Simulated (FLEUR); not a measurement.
# In (Im-3m) in FLEUR: a series of runs, part 2 of 2

FLEUR MaX-R8.1 (later development tree). The steps go on from the part before.

## 3. Equation of state, LDA, 25.08 Å³/atom (volume scaled by 0.94)

Contents of inp.xml:

```xml
<?xml version="1.0" encoding="UTF-8" standalone="no"?>
<fleurInput fleurInputVersion="0.39">
   <comment>
      In                                                                                                  
   </comment>
   <calculationSetup>
      <cutoffs Kmax="4.1" Gmax="12.7" GmaxXC="12.7" numbands="0"/>
      <scfLoop itmax="60" minDistance="0.00001" maxIterBroyd="15" imix="Anderson" alpha="0.05" precondParam="0.0" spinf="2.0" sdNocoIR="T"/>
      <coreElectrons ctail="T" frcor="F" kcrel="0" coretail_lmax="0"/>
      <xcFunctional name="vwn" relativisticCorrections="F"/>
      <magnetism jspins="1"/>
      <soc l_soc="F" theta="0.0" phi="0.0" spav="F"/>
      <expertModes spex="0" secvar="F"/>
      <geometryOptimization l_f="F" forcealpha="1.0" forcemix="BFGS" epsdisp="0.00001" epsforce="0.00001"/>
      <ldaU l_linMix="F" mixParam="0.05" spinf="1.0"/>
   </calculationSetup>
   <cell>
      <bzIntegration valenceElectrons="21.0" mode="hist" fermiSmearingEnergy="0.00183747">
         <kPointListSelection listName="default-1"/>
         <!-- k-points included here -->
         <xi:include xmlns:xi="http://www.w3.org/2001/XInclude" href="kpts.xml"> </xi:include>
      </bzIntegration>
      <!-- symmetry operations included here -->
      <xi:include xmlns:xi="http://www.w3.org/2001/XInclude" href="sym.xml"> </xi:include>
      <bulkLattice scale="0.9795861087">
         <bravaisMatrix>
            <row-1>   -3.5574571262468848     3.5574571262468848     3.5574571262468848</row-1>
            <row-2>    3.5574571262468848    -3.5574571262468848     3.5574571262468848</row-2>
            <row-3>    3.5574571262468848     3.5574571262468848    -3.5574571262468848</row-3>
         </bravaisMatrix>
      </bulkLattice>
   </cell>
   <atomSpecies>
      <species name="Indium (In)" element="In" atomicNumber="49">
         <mtSphere radius="2.66" gridPoints="879" logIncrement="0.015"/>
         <atomicCutoffs lmax="10" lnonsphr="10"/>
         <electronConfig flipSpins="F">
            <coreConfig>(1s1/2) (2s1/2) (2p1/2) (2p3/2) (3s1/2) (3p1/2) (3p3/2) (3d3/2) (3d5/2)</coreConfig>
            <valenceConfig>(4s1/2) (4p1/2) (4p3/2) (5s1/2) (4d3/2) (4d5/2) (5p1/2) (5p3/2)</valenceConfig>
            <stateOccupation state="(5p1/2)" spinUp="0.166667" spinDown="0.166667"/>
            <stateOccupation state="(5p3/2)" spinUp="0.333333" spinDown="0.333333"/>
         </electronConfig>
         <energyParameters s="5" p="5" d="4" f="4"/>
         <lo type="SCLO" l="0" n="4" eDeriv="0"/>
         <lo type="SCLO" l="1" n="4" eDeriv="0"/>
         <lo type="SCLO" l="1" n="4" eDeriv="1"/>
         <lo type="SCLO" l="2" n="4" eDeriv="2"/>
         <lo type="SCLO" l="3" n="4" eDeriv="2"/>
      </species>
   </atomSpecies>
   <atomGroups>
      <atomGroup species="Indium (In)">
         <relPos label="                   1">.0000000000 .0000000000 .0000000000</relPos>
         <force calculate="T" relaxXYZ="TTT"/>
      </atomGroup>
   </atomGroups>
   <output dos="F" band="F" slice="F">
      <checks vchk="F" cdinf="F"/>
      <bandDOS minEnergy="-.5*Htr" maxEnergy="0.5*Htr" sigma="0.015" storeEVData="T"/>
      <vacuumDOS vacdos="F" integ="F" star="F" nstars="0" locx1="0.0" locy1="0.0" locx2="0.0" locy2="0.0" nstm="0" tworkf="0.0"/>
      <unfoldingBand unfoldBand="F" supercellX="1" supercellY="1" supercellZ="1"/>
      <plotting iplot="0" polar="F">
         <plot TwoD="T" vec1="  1.0  0.0  0.0" vec2="  0.0  1.0  0.0" vec3="  0.0  0.0  1.0" zero="  0.0  0.0  0.0" file="plot"/>
      </plotting>
      <chargeDensitySlicing numkpt="0" minEigenval="0.0" maxEigenval="0.0" nnne="0" pallst="F"/>
      <specialOutput eonly="F"/>
      <moessbauerParams electricFieldGradient="T" isomerShift="T" coreHyperfine="T" valenceHyperfine="T"/>
      <magneticCircularDichroism mcd="F" energyLo="-10.0" energyUp="0.0"/>
   </output>
  <!-- We include the file relax.xml here to enable relaxations (see documentation) -->
  <xi:include xmlns:xi="http://www.w3.org/2001/XInclude" href="relax.xml"> <xi:fallback/> </xi:include>
</fleurInput>
```

Potentials or basis: all-electron, FLAPW.

The run is started by

```
$ inpgen -f crystal.txt -profile fastHighL
$ # inp.xml edited to the form shown
$ fleur_MPI
```

What it wrote:

```text
Welcome to FLEUR        (www.flapw.de)
      MaX-Release 8.1          (www.max-centre.eu)

 ========== k-point set info ==========
 Selected k-point list: default-1
 k-point list type: mesh
 10 x 10 x 10
 Number of k points: 47

 ------------Calculation Setup---------------------------
 Number of MPI-tasks      :            1
 Number of PE/node        :            1
 Number of OMP-threads    :            1
 Most efficient MPI parallelization for:
           1          47
 Additional eigenvalue parallelization possible
 Number of basis functions:          247
 Approximate size of matrices (H+S) per k-point:         0.001 GB
 --------------------------------------------------------
 Iteration:     1   Distance:       4.43965773 me/bohr^3
 Iteration:     2   Distance:       4.09824903 me/bohr^3
 Iteration:     3   Distance:       1.86815734 me/bohr^3
 Iteration:     4   Distance:       0.17325517 me/bohr^3
 Iteration:     5   Distance:       0.17671021 me/bohr^3
 Iteration:     6   Distance:       0.05077283 me/bohr^3
 Iteration:     7   Distance:       0.00592192 me/bohr^3
 Iteration:     8   Distance:       0.00131691 me/bohr^3
 Iteration:     9   Distance:       0.00007100 me/bohr^3
 Iteration:    10   Distance:       0.00010449 me/bohr^3
 Iteration:    11   Distance:       0.00000485 me/bohr^3

 ********************************************************************
 Run finished successfully
 Stop message:
   all done
 ********************************************************************
```

out.xml (last iteration):

```text
<iteration numberForCurrentRun="   11" overallNumber="   11">
         <energyParameters units="Htr">
            <atomicEP atomType="1" spin="1" branch="5s" branchLowest="-3.97" branchHighest="0.83" value="0.0564969921"/>
            <atomicEP atomType="1" spin="1" branch="5p" branchLowest="-2.44" branchHighest="1.44" value="0.2504831209"/>
            <atomicEP atomType="1" spin="1" branch="4d" branchLowest="-15.48" branchHighest="-0.22" value="-0.2575923976"/>
            <atomicEP atomType="1" spin="1" branch="4f" branchLowest="-9.99" branchHighest="1.91" value="0.5885193556"/>
            <loAtomicEP atomType="1" spin="1" branch="4s" branchLowest="-28.49" branchHighest="-3.97" value="-3.9683572616"/>
            <loAtomicEP atomType="1" spin="1" branch="4p" branchLowest="-23.40" branchHighest="-2.44" value="-2.4536508004"/>
            <loAtomicEP atomType="1" spin="1" branch="4p" branchLowest="-23.40" branchHighest="-2.44" value="-2.4536508004"/>
            <loAtomicEP atomType="1" spin="1" branch="4d" branchLowest="-15.48" branchHighest="-0.22" value="-0.2681294234"/>
            <loAtomicEP atomType="1" spin="1" branch="4f" branchLowest="-9.99" branchHighest="1.91" value="0.5885214507"/>
         </energyParameters>
         <eigenvalues>
[... 67 lines left out ...]
            </sumOfEigenvalues>
            <densityCoulombPotentialIntegral value="-9505.3899345886"/>
            <densityEffectivePotentialIntegral value="-9710.6861286268"/>
            <chargeDenXCDenIntegral value="-154.8204136916"/>
            <FockExchangeEnergyValence value="0.0000000000"/>
            <FockExchangeEnergyCore value="0.0000000000"/>
            <atomTypeDependentContributions atomType="1">
               <electronNucleiInteractionDifferentMTs value="7124.3683710358"/>
               <MadelungTerm value="-20.1759265125"/>
            </atomTypeDependentContributions>
            <tkbTimesEntropy value="0.0001976762"/>
            <freeEnergy value="-5878.1141030981"/>
            <extrapolationTo0K value="-5878.1140042600"/>
         </totalEnergy>
         <densityConvergence units="me/bohr^3">
            <chargeDensity spin="1" distance="0.0000048506"/>
         </densityConvergence>
      </iteration>
```

Wall time 12 s (1 thread of Arm Neoverse V2, shared host); peak memory 0.09 GiB.

What came out:

```
Free energy                                           : -159951.6333 eV
Band gap on the k mesh                                : none (metal or under the smearing width)
Valence electrons inside the program's atomic spheres : In 19.48 (radii In 2.66 bohr)
```

## 4. Equation of state, LDA, 25.62 Å³/atom (volume scaled by 0.96)

Edit inp.xml of step 3 so:

```diff
@@ -24,3 +24,3 @@
       <xi:include xmlns:xi="http://www.w3.org/2001/XInclude" href="sym.xml"> </xi:include>
-      <bulkLattice scale="0.9795861087">
+      <bulkLattice scale="0.9864848297">
          <bravaisMatrix>
```

The run is started by

```
$ inpgen -f crystal.txt -profile fastHighL
$ # inp.xml edited to the form shown
$ fleur_MPI
```

It took 12 s on 1 thread of Arm Neoverse V2, shared host; peak memory 0.09 GiB.

Results (log left out):

* Free energy: -159951.6300 eV
* Band gap on the k mesh: none (metal or under the smearing width)
* Valence electrons inside the program's atomic spheres: In 19.47 (radii In 2.66 bohr)

## 5. Equation of state, LDA, 26.69 Å³/atom

Edit inp.xml of step 4 so:

```diff
@@ -24,3 +24,3 @@
       <xi:include xmlns:xi="http://www.w3.org/2001/XInclude" href="sym.xml"> </xi:include>
-      <bulkLattice scale="0.9864848297">
+      <bulkLattice scale="1.0000000000">
          <bravaisMatrix>
```

The run is started by

```
$ inpgen -f crystal.txt -profile fastHighL
$ # inp.xml edited to the form shown
$ fleur_MPI
```

Run time: 12 s. Hardware: 1 thread of Arm Neoverse V2, shared host; peak memory 0.09 GiB.

Results (log left out):

```yaml
Free_energy: -159951.6156 eV
Band_gap_on_the_k_mesh: none (metal or under the smearing width)
Valence_electrons_inside_the_program's_atomic_spheres: In 19.44 (radii In 2.66 bohr)
```

## 6. Equation of state, LDA, 27.75 Å³/atom (volume scaled by 1.04)

Edit inp.xml of step 5 so:

```diff
@@ -24,3 +24,3 @@
       <xi:include xmlns:xi="http://www.w3.org/2001/XInclude" href="sym.xml"> </xi:include>
-      <bulkLattice scale="1.0000000000">
+      <bulkLattice scale="1.0131594038">
          <bravaisMatrix>
```

Potentials or basis: all-electron, FLAPW.

The run is started by

```
$ inpgen -f crystal.txt -profile fastHighL
$ # inp.xml edited to the form shown
$ fleur_MPI
```

It took 13 s on 1 thread of Arm Neoverse V2, shared host; peak memory 0.09 GiB.

It converged, with:

```
Free energy                                           : -159951.5925 eV
Band gap on the k mesh                                : none (metal or under the smearing width)
Valence electrons inside the program's atomic spheres : In 19.41 (radii In 2.66 bohr)
```

## 7. Equation of state, LDA, 28.29 Å³/atom (volume scaled by 1.06)

Edit inp.xml of step 6 so:

```diff
@@ -24,3 +24,3 @@
       <xi:include xmlns:xi="http://www.w3.org/2001/XInclude" href="sym.xml"> </xi:include>
-      <bulkLattice scale="1.0131594038">
+      <bulkLattice scale="1.0196128224">
          <bravaisMatrix>
```

The run is started by

```
$ inpgen -f crystal.txt -profile fastHighL
$ # inp.xml edited to the form shown
$ fleur_MPI
```

Run time: 13 s. Hardware: 1 thread of Arm Neoverse V2, shared host; peak memory 0.09 GiB.

The run converged. Its results:

| Quantity | Value |
| --- | --- |
| Free energy | -159951.5783 eV |
| Band gap on the k mesh | none (metal or under the smearing width) |
| Valence electrons inside the program's atomic spheres | In 19.40 (radii In 2.66 bohr) |

## 8. Equation of state, LDA

Potentials or basis: all-electron, FLAPW.

No new run: the results of the series are fitted here.

What came out:

```
Equilibrium volume : 24.79 Å³/atom (rough: see the caveat)
Bulk modulus       : 46 GPa (rough)
```

Energy against volume, from the lowest point:
| volume (Å³/atom) | energy (meV/atom) |
| --- | --- |
| 25.085 | 0.00 |
| 25.618 | 3.26 |
| 26.686 | 17.66 |
| 27.753 | 40.79 |
| 28.287 | 55.01 |

Caveat: the minimum lies outside the volumes run.
